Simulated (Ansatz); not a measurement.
# Al3GaAs4: the band gap up the ladder of functionals

One table from this session's results is given with a row withheld; the runs are named, their logs left out.

Program: Ansatz 0.2.0. PAW datasets, plane waves. Spin-unpolarised throughout. Whether this structure exists isn't addressed.

## The system as given

The cell was relaxed beforehand with r2SCAN.

The symmetry is Pmm2 (No. 25, orthorhombic); conventional cell a = 4.016 Å, b = 8.028 Å, c = 5.671 Å, 22.86 Å³ an atom. Near Al stand 4 As at 2.46 Å; near As stand 3 Al at 2.46 Å and 1 Ga at 2.46 Å; near As stand 4 Al at 2.46 Å; near Ga stand 4 As at 2.46 Å.

The structure in full:

```cif
data_structure
_symmetry_space_group_name_H-M 'Pmm2'
_symmetry_Int_Tables_number 25
_cell_length_a 4.0161
_cell_length_b 8.0282
_cell_length_c 5.6711
_cell_angle_alpha 90.000
_cell_angle_beta 90.000
_cell_angle_gamma 90.000
_cell_volume 182.85
loop_
_atom_site_label
_atom_site_type_symbol
_atom_site_symmetry_multiplicity
_atom_site_Wyckoff_symbol
_atom_site_fract_x
_atom_site_fract_y
_atom_site_fract_z
_atom_site_occupancy
Al1 Al 2 g 0.00000 0.74980 0.00004 1
As1 As 2 h 0.50000 0.75018 0.24954 1
Al2 Al 1 c 0.50000 0.00000 0.50056 1
As2 As 1 a 0.00000 0.00000 0.75034 1
Ga1 Ga 1 d 0.50000 0.50000 0.49969 1
As3 As 1 b 0.00000 0.50000 0.75025 1
```

Set-up of the first run:

File input.yaml:

```yaml
crystal:
  lattice:
    - [4.016148472, 0.0, 0.0]
    - [0.0, 8.0282496333, 0.0]
    - [0.0, 0.0, 5.6710988582]
  atoms:
    - { symbol: Al, position: [0.0, 0.7497988411, 3.6212e-05] }
    - { symbol: As, position: [0.5, 0.7501811597, 0.2495383796] }
    - { symbol: Al, position: [0.5, 0.0, 0.5005636556] }
    - { symbol: As, position: [0.0, 0.0, 0.7503419566] }
    - { symbol: Al, position: [0.0, 0.2502011589, 3.6212e-05] }
    - { symbol: As, position: [0.5, 0.2498188403, 0.2495383796] }
    - { symbol: Ga, position: [0.5, 0.5, 0.4996917477] }
    - { symbol: As, position: [0.0, 0.5, 0.7502534569] }
kpoints:
  mp_grid: { grid: [6, 4, 4] }
  band_path:
    path:
      - [[0.0, 0.0, 0.0], [0.5, 0.0, 0.0], [0.5, 0.5, 0.0], [0.0, 0.5, 0.0], [0.0, 0.0, 0.0], [0.0, 0.0, 0.5], [0.5, 0.0, 0.5], [0.5, 0.5, 0.5], [0.0, 0.5, 0.5], [0.0, 0.0, 0.5]]
      - [[0.5, 0.0, 0.0], [0.5, 0.0, 0.5]]
      - [[0.0, 0.5, 0.0], [0.0, 0.5, 0.5]]
      - [[0.5, 0.5, 0.0], [0.5, 0.5, 0.5]]
    npoints: 10
hamiltonian:
  xc: pbe
scf:
  occupations: { method: fermi_dirac, width: 0.02 }
  n_extra_bands: 6
output:
  forces: true
  stress: true
  eigenvalues: true
```

Command:

```bash
ansatz run input.yaml --threads 2 --pin off --max-ram 29491MiB --backend cpu --events-out ev --progress --plain --runs-dir out
```

Steps of the session up to this table: PBE band path; Single point with r2SCAN; Single point with HSE06; PBE+SOC; PBE0.

One table of the session follows, with a row left open; its other results are not shown here.

| level | gap (eV) |
| --- | --- |
| PBE | 1.45 |
| r2SCAN | 1.80 |
| HSE06 | 2.08 |
| PBE+SOC | 1.35 |
| PBE0 | ? |

**Question.** Estimate the row for PBE0.

**Answer.** gap (eV): 2.72. In the column «gap (eV)» it is the highest.

Meshes: PBE 6×4×4, r2SCAN 6×4×4, HSE06 4×2×4, PBE+SOC 6×4×4, PBE0 4×2×4

What this shows: PBE+SOC gives the least gap, 1.35 eV, and PBE0 the largest, 2.72 eV. Against HSE06, PBE is short by 0.63 eV, at 70 % of it, and r2SCAN 87 %. PBE0 lies 0.64 eV above HSE06, which differs from it by screening the long-range exchange.

Limits of these values: Warnings in the runs' records: stress scf threshold loose, stress exchange threshold loose.
